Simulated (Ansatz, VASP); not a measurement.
One calculation of Ti, two programs

```
Ti
1.0
     4.57935    0.00000    0.00000
    -2.28967    3.96583    0.00000
     0.00000    0.00000    2.83197
Ti
3
Direct
  0.00000 0.00000 0.00000
  0.33333 0.66667 0.50000
  0.66667 0.33333 0.50000
```

Alike in both runs: functional PBE; k mesh 12 × 12 × 14; occupations gaussian, width 0.1 eV; no spin polarisation.

Ansatz relaxed the structure, and its values are those at the end. VASP's run is a single point on that final structure, the one shown.

|  | VASP | Ansatz |
| --- | --- | --- |
| version | VASP 6.6.1 | Ansatz 0.2.0 |
| potentials or method | VASP PAW PBE potentials, release 64 (Ti_sv) | scalar-relativistic, plane waves, PAW |
| plane-wave cutoff (eV) | 520 | 420 |
| valence electrons in the cell | 36 | 36 |

VASP gave:

| Item | Value |
| --- | --- |
| gap on the k mesh at the Fermi level (eV) | none |
| pressure (GPa) | -0.3 |

Problem. What did Ansatz give for the same quantities?

Solution. gap on the k mesh at the Fermi level (eV): none; pressure (GPa): 0.0.

A gap of «none» marks a metal or a gap that the smearing closes.
